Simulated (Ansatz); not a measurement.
Runs of Ansatz 0.2.0 on Bi2Se3 (Paraguanajuatite). It takes space group R-3m (No. 166, trigonal). Conventional cell: a = 4.143 Å, b = 4.143 Å, c = 28.636 Å, α = 90.00°, β = 90.00°, γ = 120.00°. Bi (site symmetry 3m) has 6 Se at 2.85 to 3.07 Å as nearest neighbours. Around Se (site symmetry 3m) lie 3 Bi at 2.85 Å. Se (site symmetry -3m) has 6 Bi at 3.07 Å as nearest neighbours. 

```csv
level,cutoff (eV),gap on the mesh (eV),pressure (GPa),largest force (eV/Å)
PBE,420,0.22,2.5,0.16
r2SCAN,500,0.49,(b),(c)
LDA,420,0.09,-1.8,0.12
PBEsol,420,0.14,-0.3,0.15
revPBE,420,0.27,3.8,0.16
BLYP,420,0.27,6.3,(a)
RPBE,420,0.29,4.2,0.16
```

Alike in all rows: task projected density of states; potentials or basis Ansatz PAW; no spin polarisation; cell as given; k mesh 8 × 8 × 8; smearing fermi-dirac 0.05 eV.

Task: Estimate the missing entries.

Result: (a) 0.31; (b) 1.4; (c) 0.08.

Caveats: spin-orbit coupling is left out, which as a rule narrows the gap of such compounds by several tenths of an eV; the density of states is complete only up to the lowest level of the last band computed; the PAW data sets come from PBE, with cores solved anew for the run's functional, which leaves a small shift of forces and pressure (some runs).

A k mesh can miss the band edges, and the runs leave out spin-orbit coupling on Bi, Se.
